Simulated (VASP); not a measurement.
# SnSe (I4/mmm) in VASP: further runs

Aim: see how the results for SnSe move with the level of theory and the settings. Levels: PBE, r2SCAN. Tasks: single point.

Program: VASP 6.6.1. These are calculated values, not measurements. Logs are shortened: lines on timing, memory, paths and dates and some standing lists are left out, and cuts for length are marked.

## Step 1: The cell of the first run

Symmetry: I4/mmm, No. 139, tetragonal system. The conventional cell has a = 4.368 Å, b = 4.368 Å, c = 6.004 Å, α = 90.00°, β = 90.00°, γ = 90.00°. Sn (site symmetry 4/mmm) has 6 Se at 3.00 to 3.09 Å as nearest neighbours. Se (site symmetry 4/mmm) has 6 Sn at 3.00 to 3.09 Å as nearest neighbours.

The cell was built by a generator and needn't be a form met in nature.

## Step 2: Single point, PBE (biaxial_xy strain +2.9%)

Input file INCAR:

```
SYSTEM = SnSe
PREC = Accurate
ENCUT = 520
EDIFF = 1E-7
ISMEAR = -1
SIGMA = 0.02
LREAL = .False.
LASPH = .True.
NELM = 100
ALGO = Normal
ISIF = 2
LWAVE = .False.
LCHARG = .False.
GGA = PE
NBANDS = 17
```

Input file KPOINTS:

```
Automatic mesh
0
Gamma
  8 8 8
  0 0 0
```

Input file POSCAR:

```
SnSe
1.0
    0.0000000000      3.0888742215      3.0021131514
    3.0888742215      0.0000000000      3.0021131514
    3.0888742215      3.0888742215      0.0000000000
Sn Se
1 1
Direct
    0.0000000000      0.0000000000      0.0000000000
    0.5000000000      0.5000000000      0.5000000000
```

Potentials or basis: VASP PAW PBE potentials, release 64 (Sn_d, Se).

Started as:

```sh
$ cat potpaw_PBE.64/Sn_d/POTCAR potpaw_PBE.64/Se/POTCAR > POTCAR
$ mpirun -np 1 vasp_std > vasp.out
```

OUTCAR:

```text
SYSTEM = SnSe
   PREC = Accurate
   ENCUT = 520
   EDIFF = 1E-7
   ISMEAR = -1
   LREAL = .False.
   LASPH = .True.
   NELM = 100
   ISIF = 2
   GGA = PE

 ion  position               nearest neighbor table
   1  0.000  0.000  0.000-   2 3.00   2 3.00   2 3.09   2 3.09   2 3.09   2 3.09
   2  0.500  0.500  0.500-   1 3.00   1 3.00   1 3.09   1 3.09   1 3.09   1 3.09

  LATTYP: Found a body centered tetragonal cell.
 ALAT       =     4.3683278165
 C/A-ratio  =     1.3744907789

  Lattice vectors:

 A1 = (   0.0000000000,  -3.0888742215,  -3.0021131514)
 A2 = (   0.0000000000,   3.0888742215,  -3.0021131514)
 A3 = (   3.0888742215,   0.0000000000,   3.0021131514)

Analysis of symmetry for initial positions (statically):
=====================================================================
 Subroutine PRICEL returns:
 Original cell was already a primitive cell.

 Routine SETGRP: Setting up the symmetry group for a
 body centered tetragonal supercell.

 Subroutine GETGRP returns: Found 16 space group operations
 (whereof 16 operations were pure point group operations)
 out of a pool of 16 trial point group operations.

The static configuration has the point symmetry D_4h.

Analysis of symmetry for dynamics (positions and initial velocities):
=====================================================================
 Subroutine PRICEL returns:
 Original cell was already a primitive cell.

 Routine SETGRP: Setting up the symmetry group for a
 body centered tetragonal supercell.

 Subroutine GETGRP returns: Found 16 space group operations
 (whereof 16 operations were pure point group operations)
 out of a pool of 16 trial point group operations.

The dynamic configuration has the point symmetry D_4h.

 Subroutine INISYM returns: Found 16 space group operations
 (whereof 16 operations are pure point group operations),
 and found     1 'primitive' translations

----------------------------------------------------------------------------------------

                                     Primitive cell

  volume of cell :      57.2872

  direct lattice vectors                    reciprocal lattice vectors
     0.000000000  3.088874221  3.002113151    -0.161871272  0.161871272  0.166549352
     3.088874221  0.000000000  3.002113151     0.161871272 -0.161871272  0.166549352
     3.088874221  3.088874221  0.000000000     0.161871272  0.161871272 -0.166549352

  length of vectors
     4.307415389  4.307415389  4.368327817     0.283095928  0.283095928  0.283095928

  position of ions in fractional coordinates (direct lattice)
     0.000000000  0.000000000  0.000000000
     0.500000000  0.500000000  0.500000000

  ion indices of the primitive-cell ions
   primitive index   ion index
                 1           1
                 2           2

----------------------------------------------------------------------------------------

 KPOINTS: Automatic mesh

Automatic generation of k-mesh.
 Grid dimensions read from file:
 generate k-points for:    8    8    8

 Generating k-lattice:

  Cartesian coordinates                     Fractional coordinates (reciprocal lattice)
    -0.020233909  0.020233909  0.020818669     0.125000000  0.000000000  0.000000000
     0.020233909 -0.020233909  0.020818669     0.000000000  0.125000000  0.000000000
     0.020233909  0.020233909 -0.020818669     0.000000000  0.000000000  0.125000000

  Length of vectors
     0.035386991  0.035386991  0.035386991

  Shift w.r.t. Gamma in fractional coordinates (k-lattice)
     0.000000000  0.000000000  0.000000000

 Subroutine IBZKPT returns following result:
 ===========================================

 Found     59 irreducible k-points:

 Following reciprocal coordinates:
            Coordinates               Weight
  0.000000  0.000000  0.000000      1.000000
  0.125000  0.000000  0.000000      8.000000
  0.250000  0.000000  0.000000      8.000000
  0.375000  0.000000  0.000000      8.000000
  0.500000  0.000000  0.000000      4.000000
  0.125000  0.125000  0.000000      2.000000
[... 16 lines left out ...]
  0.250000  0.000000  0.125000     16.000000
  0.375000  0.000000  0.125000     16.000000
 [... further k-points ...]
   k-points           NKPTS =     59   k-points in BZ     NKDIM =     59   number of bands    NBANDS=     17
   number of dos      NEDOS =    301   number of ions     NIONS =      2
   total plane-waves  NPLWV =  32768
   dimension x,y,z NGX =    32 NGY =   32 NGZ =   32
   dimension x,y,z NGXF=    64 NGYF=   64 NGZF=   64
   ions per type =               1   1
   NGX,Y,Z   is equivalent  to a cutoff of  12.35, 12.35, 12.18 a.u.
   NGXF,Y,Z  is equivalent  to a cutoff of  24.70, 24.70, 24.36 a.u.
 SYSTEM =  SnSe
   PREC   = accura    normal or accurate (medium, high low for compatibility)
   ISTART =      0    job   : 0-new  1-cont  2-samecut
   ICHARG =      2    charge: 1-file 2-atom 10-const
   ISPIN  =      1    spin polarized calculation?
   LNONCOLLINEAR =      F non collinear calculations
   LSORBIT =      F    spin-orbit coupling
   LASPH  =      T    aspherical Exc in radial PAW
   ENCUT  =  520.0 eV  38.22 Ry    6.18 a.u.   8.01  8.01  8.12*2*pi/ulx,y,z
   NELM   =    100;   NELMIN=  2; NELMDL= -5     # of ELM steps
   EDIFF  = 0.1E-06   stopping-criterion for ELM
   LREAL  =      F    real-space projection
   EDIFFG = 0.1E-05   stopping-criterion for IOM
   NSW    =      0    number of steps for IOM
   IBRION =     -1    ionic relax: 0-MD 1-quasi-New 2-CG
   NFREE  =      0    steps in history (QN), initial steepest desc. (CG)
   ISIF   =      2    stress and relaxation
   ISYM   =      2    0-nonsym 1-usesym 2-fastsym
   POTIM  = 0.5000    time-step for ionic-motion
   TEBEG  =    0.0;   TEEND  =   0.0 temperature during run
   PSTRESS=    0.0 pullay stress
   NELECT =      20.0000    total number of electrons
   NUPDOWN=      -1.0000    fix difference up-down
   EMIN   =  10.00;   EMAX   =-10.00  energy-range for DOS
   EFERMI =   0.00;   METHOD = LEGACY
   ISMEAR =    -1;   SIGMA  =   0.02  broadening in eV -4-tet -1-fermi 0-gaus
   EFERMI_NEDOS =   21; number of points for ismear=-14 and -15
   IALGO  =     38    algorithm
   IMIX   =      4    mixing-type and parameters
     AMIX     =   0.40;   BMIX     =  1.00
     AMIX_MAG =   1.60;   BMIX_MAG =  1.00
  volume/ion in A,a.u.               =      28.64       193.30
  Fermi-wavevector in a.u.,A,eV,Ry     =   1.152743  2.178368 18.079631  1.328815
  Thomas-Fermi vector in A             =   2.289391
   LORBIT       =      0    0 simple, 1 ext, 2 COOP (PROOUT), +10 PAW based schemes
   GGA     = PE    functional components
   LHFCALC =     F    Hartree Fock is set to
   AEXX    =    0.0000 exact exchange contribution
   IVDW    =     0    specifies the selected vdW correction
   LEPSILON=     F    determine dielectric tensor
   LRPA    =     F    only Hartree local field effects (RPA)
 non-spin polarized calculation
  energy-cutoff  :      520.00
  volume of cell :       57.29
 maximum number of plane-waves:      1572
   NGX = 17   NGY = 17   NGZ = 17

 number of electron      19.9999993 magnetization

 Free energy of the ion-electron system (eV)
  ---------------------------------------------------
  ext. energy  EPLUGINS =         0.00000000
  ---------------------------------------------------
  free energy    TOTEN  =        -8.20479875 eV

  energy without entropy =       -8.20479840  energy(sigma->0) =       -8.20479857

 E-fermi :   5.2788     XC(G=0):  -9.3763

 val. band max:        5.0810228679   @ k =   0.5000   0.0000   0.0000
 cond. band min:       5.4766719245   @ k =   0.5000   0.0000   0.0000
 fundamental gap:      0.3956490565
 Fermi energy:         5.2788478193

 k-point     1 :       0.0000    0.0000    0.0000
  band No.  band energies     occupation
      1     -16.5745      2.00000
      2     -16.5713      2.00000
      3     -16.5640      2.00000
      4     -16.5640      2.00000
      5     -16.5566      2.00000
      6      -8.4929      2.00000
[... 9 lines left out ...]
     16      11.1201      0.00000
     17      12.9634      0.00000

 k-point     2 :       0.1250    0.0000    0.0000
  band No.  band energies     occupation
      1     -16.5739      2.00000
      2     -16.5716      2.00000
      3     -16.5634      2.00000
      4     -16.5628      2.00000
      5     -16.5571      2.00000
      6      -8.3939      2.00000
[... 9 lines left out ...]
     16      11.3899      0.00000
     17      13.8851      0.00000

 k-point     3 :       0.2500    0.0000    0.0000
  band No.  band energies     occupation
      1     -16.5731      2.00000
      2     -16.5728      2.00000
      3     -16.5626      2.00000
      4     -16.5593      2.00000
      5     -16.5573      2.00000
      6      -8.1295      2.00000
[... 9 lines left out ...]
     16      12.2740      0.00000
     17      15.8912      0.00000

 k-point     4 :       0.3750    0.0000    0.0000
  band No.  band energies     occupation
      1     -16.5749      2.00000
      2     -16.5722      2.00000
      3     -16.5630      2.00000
      4     -16.5558      2.00000
      5     -16.5554      2.00000
      6      -7.8154      2.00000
[... 9 lines left out ...]
     16      13.7131      0.00000
     17      16.1594      0.00000
[... 343 lines left out ...]
      1     -16.5728      2.00000
      2     -16.5725      2.00000
      3     -16.5648      2.00000
      4     -16.5619      2.00000
      5     -16.5567      2.00000
      6      -8.3648      2.00000
[... 9 lines left out ...]
     16      12.0315      0.00000
     17      13.2606      0.00000

 k-point    23 :       0.2500    0.0000    0.1250
  band No.  band energies     occupation
      1     -16.5743      2.00000
      2     -16.5712      2.00000
      3     -16.5644      2.00000
      4     -16.5596      2.00000
      5     -16.5565      2.00000
      6      -8.1587      2.00000
[... 9 lines left out ...]
     16      12.8811      0.00000
     17      14.4143      0.00000

 k-point    24 :       0.3750    0.0000    0.1250
  band No.  band energies     occupation
      1     -16.5760      2.00000
      2     -16.5704      2.00000
      3     -16.5628      2.00000
      4     -16.5586      2.00000
      5     -16.5546      2.00000
      6      -7.8582      2.00000
[... 9 lines left out ...]
     16      14.2067      0.00000
     17      16.0219      0.00000

 [... further k-points ...]

------------------------ aborting loop because EDIFF is reached ----------------------------------------

  FORCE on cell =-STRESS in cart. coord.  units (eV):
  Direction    XX          YY          ZZ          XY          YZ          ZX
  --------------------------------------------------------------------------------------
  -------------------------------------------------------------------------------------
  Total       -0.8151723     -0.8151723      0.2196948      0.0000000      0.0000000      0.0000000
  in kB      -22.7983028    -22.7983028      6.1443057      0.0000000      0.0000000      0.0000000
  external PRESSURE =     -13.1507667 kB  Pullay stress =       0.0000000 kB

 VOLUME and BASIS-vectors are now :
 -----------------------------------------------------------------------------
  energy-cutoff  :      520.00
  volume of cell :       57.29
      direct lattice vectors                 reciprocal lattice vectors
     0.000000000  3.088874221  3.002113151    -0.161871272  0.161871272  0.166549352
     3.088874221  0.000000000  3.002113151     0.161871272 -0.161871272  0.166549352
     3.088874221  3.088874221  0.000000000     0.161871272  0.161871272 -0.166549352

 POSITION                                       TOTAL-FORCE (eV/Angst)
 -----------------------------------------------------------------------------------
      0.00000      0.00000      0.00000         0.000000      0.000000     -0.000000
      3.08887      3.08887      3.00211        -0.000000     -0.000000      0.000000
 -----------------------------------------------------------------------------------
    total drift:                                0.000000     -0.000000     -0.000000

  FREE ENERGIE OF THE ION-ELECTRON SYSTEM (eV)
  ---------------------------------------------------
  free  energy   TOTEN  =        -8.2047987465 eV

  energy  without entropy=       -8.2047984020  energy(sigma->0) =       -8.20479857
```

Wall time 31 s (1 thread of Intel Xeon Platinum 8488C (Sapphire Rapids), shared host); peak memory 0.21 GiB.

Results:

* Free energy: -8.2048 eV
* Pressure: -1.3 GPa
* Band gap on the k mesh: 0.40 eV, direct

Stress tensor (GPa, compression positive):
```
-2.28  0.00  0.00
 0.00 -2.28  0.00
 0.00  0.00  0.61
```

Caveat: spin-orbit coupling is left out, which moves the levels of the heavy elements. A k mesh can miss the band edges.

(Part 1 of 2 ends here.)
